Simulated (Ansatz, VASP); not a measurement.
This is a calculation of HfC for Ansatz 0.2.0.

File input.yaml:

```yaml
crystal:
  lattice:
    - [0.0, 2.325, 2.325]
    - [2.325, 0.0, 2.325]
    - [2.325, 2.325, 0.0]
  atoms:
    - { symbol: Hf, position: [0.5, 0.5, 0.5] }
    - { symbol: C, position: [0.0, 0.0, 0.0] }
hamiltonian:
  xc: lda
  pseudopotentials: { kind: paw }
kpoints:
  mp_grid: { grid: [10, 10, 10] }
scf:
  occupations: { method: fermi_dirac, width: 0.05 }
output:
  forces: true
  stress: true
  eigenvalues: true
relax:
  f_tol: 0.01
  max_steps: 40
  cell: { stress_tol: 0.05 }
```

Potentials or basis: Ansatz PAW.

Run with:

```console
$ ansatz run input.yaml --threads 2 --pin off --max-ram 5632MiB --backend cpu --events-out ev --progress --plain --runs-dir out
```

Q: Translate it to VASP 6.6.1. Potentials there: VASP PAW LDA potentials, release 64 (Hf_pv, C).

A: As run (the cutoff follows the program's own potentials):

Contents of INCAR:

```
SYSTEM = HfC
  PREC = Accurate
  ENCUT = 600
  EDIFF = 1E-7
  ISMEAR = -1
  SIGMA = 0.05
  LREAL = .False.
  LASPH = .True.
  NELM = 80
  ALGO = Normal
  ISIF = 3
  LWAVE = .False.
  LCHARG = .False.
  IBRION = 2
  NSW = 60
  EDIFFG = -0.01
```

Contents of KPOINTS:

```
regular mesh
0
Gamma
  10 10 10
  0 0 0
```

POSCAR

```
HfC
1.0
    0.0000000000      2.3250000000      2.3250000000
    2.3250000000      0.0000000000      2.3250000000
    2.3250000000      2.3250000000      0.0000000000
Hf C
1 1
Direct
    0.5000000000      0.5000000000      0.5000000000
    0.0000000000      0.0000000000      0.0000000000
```

Potentials or basis: VASP PAW LDA potentials, release 64 (Hf_pv, C).

The run is started by

```bash
$ cat potpaw_LDA.64/Hf_pv/POTCAR potpaw_LDA.64/C/POTCAR > POTCAR
$ mpirun -np 1 vasp_std > vasp.out
```

Both were run:

|  | VASP | Ansatz | Ansatz less VASP |
| --- | --- | --- | --- |
| gap on the k mesh at the Fermi level, each at its own relaxed structure (eV) | none | none | - |
| relaxed volume (Å³/atom) | 11.98 | 11.95 | -0.025 |
| relaxed cell length with the largest relative difference (Å) | 3.236 | 3.234 | -0.0022 |
| energy change over the relaxation (meV/atom) | -22 | -24 | -1.3 |

A gap of «none» marks a metal or a gap that the smearing closes. The two sets of potentials don't hold the same shells in valence.

Caveats: the plane-wave basis is chosen anew once the cell has moved, so the energies of steps on either side of that aren't comparable (Ansatz); the pressure holds a Pulay correction of +0.3 GPa for the finite cutoff (Ansatz); the PAW data sets come from PBE, with cores solved anew for the run's functional, which leaves a small shift of forces and pressure (Ansatz). The runs have no spin-orbit coupling, so splittings on Hf are missing. Zero-point motion and thermal expansion aren't in these numbers. LDA usually gives volumes a few per cent too small.
